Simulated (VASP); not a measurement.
# Ho: equation of state with PBE

Crystal: Ho.

```
Ho
1.0
     0.00000    2.49425    2.49425
     2.49425    0.00000    2.49425
     2.49425    2.49425    0.00000
Ho
1
Direct
  0.00000 0.00000 0.00000
```

This isn't the form of Ho at room conditions, which is hcp.

- Program: VASP 6.6.1
- Task: equation of state
- Functional: PBE
- Potentials or basis: VASP PAW PBE potentials, release 64 (Ho)
- Cutoff: 520 eV
- k mesh: 9 × 9 × 9
- Occupations: fermi-dirac, width 0.05 eV
- Spin: collinear spin, ferromagnetic start
- Starting moments: [4.0] μB

```yaml
Equilibrium_volume: "34.56 Å³/atom (rough: see the caveat)"
Bulk_modulus: 22 GPa (rough)
```

Energy against volume, from the lowest point:
| volume (Å³/atom) | energy (meV/atom) |
| --- | --- |
| 29.173 | 68.54 |
| 29.793 | 50.60 |
| 30.414 | 35.55 |
| 31.035 | 23.19 |
| 31.655 | 13.26 |
| 32.276 | 5.59 |
| 32.897 | 0.00 |

All runs of the series together: 11 min on 1 thread of Intel(R) Xeon(R) Platinum 8488C (Sapphire Rapids) (shared host).

Caveat: the magnetic or orbital state may not be the lowest; the minimum lies outside the volumes run. The state reached can hang on the start; a lower one may exist.
